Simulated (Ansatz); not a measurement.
## Response of TiAl to small distortions

```
CELL_PARAMETERS angstrom
2.83730 0.00000 0.00000
0.00000 2.83730 0.00000
0.00000 0.00000 4.05910
ATOMIC_POSITIONS crystal
Ti 0.00000 0.00000 0.00000
Al 0.50000 0.50000 0.50000
```

Atoms are numbered in the order listed.

The cell is COD entry 1532769, as deposited and not checked against the literature; nothing was relaxed.

Spin polarisation is left out, and whether a magnetic state lies lower isn't shown here.

Theory: Ansatz 0.2.0, DFT, PBE, all-electron PAW with datasets made for the crystal, scalar-relativistic.

The runs use a Γ-centred 12×12×8 k mesh, Fermi–Dirac smearing of 0.05 eV, cutoff 220 eV (chosen by the program for this cell), no spin polarisation.

The unchanged cell is at -0.76 GPa.

In a metal, stresses and small energies carry noise from the k mesh.

x, y and z are the Cartesian axes of the cell as listed; fractional coordinates follow a strain, and an engineering shear is twice the off-diagonal strain component.

**Question.** With this change (xy engineering shear strain of -1.5 %), what becomes of the energy and stress?

**Answer.** Energy change under 1 meV/atom; stress change (xx, yy, zz, yz, xz, xy) -0.01, -0.01, 0.04, 0.00, 0.00, 0.69 GPa, compression positive.

**Question.** With this change (z strained by -3 % at fixed volume), what becomes of the energy and stress?

**Answer.** Energy change +7 meV/atom; stress change (xx, yy, zz, yz, xz, xy) -1.18, -1.18, 2.10, 0.00, 0.00, 0.00 GPa, compression positive.

**Question.** With this change (atom 1 (Ti) moved by (0.1200, 0.0000, 0.0000) Å), what becomes of the energy and stress and forces?

**Answer.** Energy change +16 meV/atom; stress change (xx, yy, zz, yz, xz, xy) 0.05, 0.29, 0.73, 0.00, 0.00, 0.00 GPa, compression positive; change of the force on Ti1 (-0.523, 0.000, 0.000) eV/Å.

**Question.** What force constant does this one finite step give for Ti1 along its displacement (all its periodic images move with it)?

**Answer.** k = −ΔF·u/|u|² = 4.36 eV/Å², so the force pulls the atom back.
